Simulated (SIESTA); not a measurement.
Band structure of BeO (P6_3mc, 8 atoms in the cell).

```
BeO
1.0
    2.71731     0.00000     0.00000
   -1.35866     2.35326     0.00000
    0.00000     0.00000     8.89578
Be O
4 4
Direct
  0.00000   0.00000   0.00000
  0.00000   0.00000   0.50000
  0.66667   0.33333   0.75018
  0.33333   0.66667   0.25018
  0.00000   0.00000   0.81216
  0.00000   0.00000   0.31216
  0.66667   0.33333   0.56329
  0.33333   0.66667   0.06329
```

Method: GGA PBE, numerical atomic orbitals DZP, PseudoDojo PBE standard norm-conserving potentials (rewritten from UPF to PSML) in SIESTA 5.4.2.

Settings: XC.functional = GGA; XC.authors = PBE; potentials = PseudoDojo PBE standard; PAO.BasisSize = DZP; PAO.EnergyShift = 0.01 Ry; MeshCutoff = 350 Ry; kgrid.MonkhorstPack = 14 14 4; OccupationFunction = MP; OccupationMPOrder = 0; ElectronicTemperature = 2320.9 K; PAO.Polarization.NonPerturbative = true; MaxSCFIterations = 150; SCF.Mixer.Method = Pulay; SCF.Mixer.Weight = 0.25.

The starting cell was generated: these elements placed on a structure prototype, without a prior relaxation; it need not be a known phase or ordering of this composition. Its lattice was rescaled by a random factor within 2.5 % of one. Values carry the incompleteness of an atom-centred basis.

Problem. Predict the gap along the standard path and the places of the band edges.

Solution. The gap along the path is 7.22 eV, direct at Γ to within 0.01 eV.

Levels in eV from the top of the valence band on the path, bands 17 to 21:
```csv
point,17,18,19,20,21
Γ,-0.43,-0.04,0.00,0.00,7.22
M,-1.75,-1.75,-1.19,-0.89,7.76
K,-2.33,-2.01,-2.01,-1.32,10.18
A,-0.14,-0.14,-0.14,-0.14,7.99
L,-1.60,-1.60,-1.17,-1.17,8.24
H,-1.84,-1.84,-1.76,-1.76,9.90
```

Higher empty bands are left out: an atom-centred basis made for the valence describes them poorly.
